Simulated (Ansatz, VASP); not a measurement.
Two plane-wave programs on InP

```
In P
1.0
     0.00000    2.73141    2.73141
     2.73141    0.00000    2.73141
     2.73141    2.73141    0.00000
In P
1 1
Direct
  0.00000 0.00000 0.00000
  0.50000 0.50000 0.50000
```

Change from the starting cell: volume scaled by 0.96.

Alike in both runs: task single point; functional PBE; k mesh 8 × 8 × 8; occupations fermi-dirac, width 0.05 eV; no spin polarisation.

|  | VASP | Ansatz |
| --- | --- | --- |
| version | VASP 6.6.1 | Ansatz 0.2.0 |
| potentials or method | VASP PAW PBE potentials, release 64 (In_d, P) | Ansatz PAW |
| plane-wave cutoff (eV) | 520 | 420 |
| valence electrons in the cell | 18 | 18 |

|  | VASP | Ansatz | Ansatz less VASP |
| --- | --- | --- | --- |
| gap on the k mesh at the Fermi level (eV) | none | none | - |
| pressure (GPa) | 3.2 | 3.3 | +0.03 |

A gap of «none» marks a metal or a gap that the smearing closes.
